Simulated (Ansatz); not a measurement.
A one-shot G0W0 calculation of BN built on the zincblende prototype with Ansatz 0.2.0, at the level G0W0@PBE0 with 64 empty bands, a screening cutoff of 180 eV and an 8×8×8 mesh. The geometry is the r2SCAN minimum.

```yaml
crystal:
  lattice:
    - [0.0, 1.804825465, 1.804825465]
    - [1.804825465, 0.0, 1.804825465]
    - [1.804825465, 1.804825465, 0.0]
  atoms:
    - { symbol: B, position: [0.0, 0.0, 0.0] }
    - { symbol: "N", position: [0.25, 0.25, 0.25] }
kpoints:
  mp_grid: { grid: [8, 8, 8] }
hamiltonian:
  xc: pbe0
scf:
  occupations: { method: fixed }
gw:
  n_empty_bands: 64
  ecut_chi: 180
  qp_bands: [v2, c2]
  qp_kpoints: band_edges
  screening: { model: contour_deformation }
```

In the abridged output below, numbers in square brackets stand for lines, or ends of lines, that were taken out.
```
Functional definition: PBE0
Crystal: 2 atoms, lattice volume = 11.758 Å³
Basis set: ecut = 420 eV, 259 PW (Γ)
Bands: 8, of which v1, the nominal top of the filled ones, is band 4 counted from 1 (3 counted from 0)
[1]
Exchange kernel: α = 0.2500, full range, Wigner–Seitz truncation, v(0) = 11472.2656 eV·Å³, q-mesh 8×8×8
hybrid outer 1: dexx = +2.728e-3 eV, tail = 9.31e-6 eV
hybrid outer 2: dexx = +1.081e-7 eV, tail = 6.27e-8 eV, Δε = 2.85e-3 eV
Free energy (F): -542.565415 eV
Fermi energy:    10.003877 eV
--- G₀W₀: contour deformation, 6 samples at zero and on the imaginary axis and 2 off it, 512 q-points, 64 empty bands' worth ---
    ik  band        ε_KS         Σx   Σc(E_QP)       V_xc       Z   E_QP_lin       E_QP  E_QP is
     0     3  [2]
     0     4     10.0039   -22.9046     2.3646   -20.4586  0.8501     9.9225     9.9225  root
     0     5     21.3605    -7.8559    -5.0772   -13.3124  0.8617    21.7404    21.7398  root
     0     6  [3]
     1     3      9.5946   -22.7587     2.4189   -20.2456  0.8495     9.5003     9.5004  root
     1     4      9.5946   -22.7587     2.4189   -20.2456  0.8495     9.5003     9.5004  root
     1     5     21.7139    -8.6315    -5.1182   -14.0551  0.8589    22.0196    22.0192  root
     1     6     21.9810    -7.9399    -5.1917   -13.5205  0.8590    22.3703    22.3698  root
     2     3      8.7771   -22.6215     2.5621   -19.9407  0.8480     8.6584     8.6584  root
     2     4  [4]
     2     5     22.1748    -9.3047    -5.1866   -14.7318  0.8565    22.4155    22.4152  root
     2     6     23.0001    -7.8748    -5.3759   -13.6413  0.8556    23.3913    23.3907  root
     3     3  [5]
     3     4      8.1196   -22.6158     2.6991   -19.7784  0.8464     7.9813     7.9814  root
     3     5  [6]
     3     6     23.3530    -7.6164    -5.3818   -13.3630  0.8564    23.7182    23.7176  root
     4     3      7.8799   -22.6313     2.7523   -19.7338  0.8458     7.7346     7.7347  root
     4     4      7.8799   -22.6313     2.7523   -19.7338  0.8458     7.7346     7.7347  root
     4     5     22.6825    -9.9101    -5.2340   -15.3335  0.8549    22.8720    22.8718  root
     4     6     23.3358    -7.4981    -5.3444   -13.1922  0.8578    23.6860    23.6854  root
     5     3      8.8069   -22.4484     2.5163   -19.8128  0.8485     8.6875     8.6876  root
     5     4  [7]
     5     5     20.6032    -7.9904    -4.9598   -13.2475  0.8636    20.9008    20.9004  root
     5     6  [8]
    11     3      7.6853   -22.1941     2.6883   -19.3482  0.8464     7.5276     7.5277  root
    11     4      9.5226   -22.8467     2.4528   -20.2990  0.8492     9.4276     9.4276  root
    11     5     22.2877    -7.7440    -5.3119   -13.4431  0.8573    22.6755    22.6749  root
    11     6     22.3434    -8.7017    -5.2059   -14.1922  0.8567    22.6283    22.6280  root
    12     3      6.7288   -22.2172     2.8958   -19.1417  0.8436     6.5491     6.5492  root
    12     4      6.7288   -22.2172     2.8958   -19.1417  0.8436     6.5491     6.5492  root
    12     5     19.1120    -7.9926    -4.7383   -12.9282  0.8673    19.3095    19.3093  root
    12     6     24.1176    -8.1580    -5.3641   -13.7367  0.8555    24.3324    24.3322  root
    17     3  [9]
    17     4      5.1966   -22.2575     3.2085   -18.8305  0.8387     4.9779     4.9781  root
    17     5     17.3668    -7.8495    -4.4761   -12.4419  0.8718    17.4832    17.4832  root
    17     6     22.1807    -7.6191    -4.9173   -12.6621  0.8684    22.3064    22.3064  root
  […]
```

The points are ik 0 = (0, 0, 0) (Γ), ik 1 = (0, 0, 1/8), ik 2 = (0, 0, 1/4), ik 3 = (0, 0, 3/8), ik 4 = (0, 0, -1/2), ik 5 = (0, 1/8, 1/8), ik 11 = (0, 1/8, -1/8), ik 12 = (0, 1/4, 1/4), ik 17 = (0, 3/8, 3/8), ik 20 = (0, -1/2, -1/2), ik 23 = (1/8, 1/4, -3/8); band 4 is the last filled one.

Problem. What stood in the gaps? They hold quasiparticle rows, the symmetry found.

Solution.
```
[1]
Symmetry: 24 space group operations
Space group: F-43m (ITA 216)
[2]
     0     3     10.0039   -22.9046     2.3646   -20.4586  0.8501     9.9225     9.9225  root
[3]
     0     6     21.3605    -7.8559    -5.0772   -13.3124  0.8617    21.7404    21.7398  root
[4]
     2     4      8.7771   -22.6215     2.5621   -19.9407  0.8480     8.6584     8.6584  root
[5]
     3     3      8.1196   -22.6158     2.6991   -19.7784  0.8464     7.9813     7.9814  root
[6]
     3     5     22.5449    -9.7456    -5.2238   -15.1718  0.8553    22.7475    22.7473  root
[7]
     5     4      8.8069   -22.4484     2.5163   -19.8128  0.8485     8.6875     8.6876  root
[8]
     5     6     23.0168    -8.2353    -5.3458   -13.9917  0.8548    23.4279    23.4273  root
[9]
    17     3      5.1966   -22.2575     3.2085   -18.8305  0.8387     4.9779     4.9781  root
```
Only the leading digits can be foreseen; the rest is this run's record.

The quasiparticle gap on this mesh is 6.73 eV (Γ to k = (0, -1/2, -1/2)), against 6.56 eV from PBE0: +0.17 eV. Renormalisation factors Z lie between 0.84 and 0.87. No extrapolation in bands, cutoff or mesh was made for G0W0.

Problem. It ran on 1 × NVIDIA H100 80GB HBM3 with 2 threads of AMD EPYC 7R13 Processor (Zen 3), on a shared host, load about 1.6 per core. About how long did it take, and what peak of host memory did it reach?

Solution. About 74 s, with a peak of 1.4 GiB.

Spin-unpolarised throughout; all numbers are computed.
